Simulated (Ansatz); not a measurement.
# Zn in Ansatz: the effect of target pressure

Zn:

```
Zn
1.0
    -1.59358    1.77662    1.74602
     1.50392   -1.50664    1.38638
     1.54411    1.45717   -1.47605
Zn
1
Direct
  0.00000 0.00000 0.00000
```

The cell isn't the ideal one: cell sheared at random, sigma 0.06, atoms nudged by 0.01 Å.

Alike in all runs:

- Program: Ansatz 0.2.0
- Task: relaxation of cell and atoms
- Functional: PBE
- Potentials or basis: Ansatz PAW
- Cutoff: 420 eV (not typed: the program's choice for these potentials)
- k mesh: 11 × 12 × 12
- Occupations: fermi-dirac, width 0.05 eV
- Spin: no spin polarisation

Each run relaxes the cell or the atoms first.

| target pressure | relaxed volume (Å³/atom) |
| --- | --- |
| 0 GPa | 15.62 |
| 2 GPa | ? |
| 5 GPa | 14.63 |

Task: What does the run with target pressure 2 GPa give?

Result: Relaxed volume 15.18 Å³/atom.

Caveats: the plane-wave basis is chosen anew once the cell has moved, so the energies of steps on either side of that aren't comparable.
